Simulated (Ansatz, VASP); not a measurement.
CdS: VASP beside Ansatz

```
Cd S
1.0
    -0.05886    2.91352    2.91352
     2.91352   -0.05886    2.91352
     2.91352    2.91352   -0.05886
Cd S
1 1
Cartesian
  0.0000 0.0000 0.0000
  4.3261 4.3261 4.3261
```

Change from the starting cell: equal xy, yz and zx shear strains of -2 %.

Alike in both runs: task single point; functional PBE; k mesh 7 × 7 × 7; occupations fermi-dirac, width 0.02 eV; no spin polarisation.

|  | VASP | Ansatz |
| --- | --- | --- |
| version | VASP 6.6.1 | Ansatz 0.2.0 |
| potentials or method | VASP PAW PBE potentials, release 64 (Cd, S), cutoff 520 eV | all-electron LAPW, scalar-relativistic |

Ansatz gave:

| Item | Value |
| --- | --- |
| gap on the k mesh at the Fermi level (eV) | 1.04 |
| pressure (GPa) | 1.3 |
| largest component of the traceless stress (GPa) | 1.04 |
| rms of the force components (eV/Å) | 0.135 |

**Question.** Estimate VASP's values.

**Answer.** gap on the k mesh at the Fermi level (eV): 1.04; pressure (GPa): 1.6; largest component of the traceless stress (GPa): 1.07; rms of the force components (eV/Å): 0.139.

Atom by atom the forces differ by 0.005 eV/Å (rms over components). Ansatz ran all-electron here, so the differences hold the error of VASP's frozen core and of both bases.
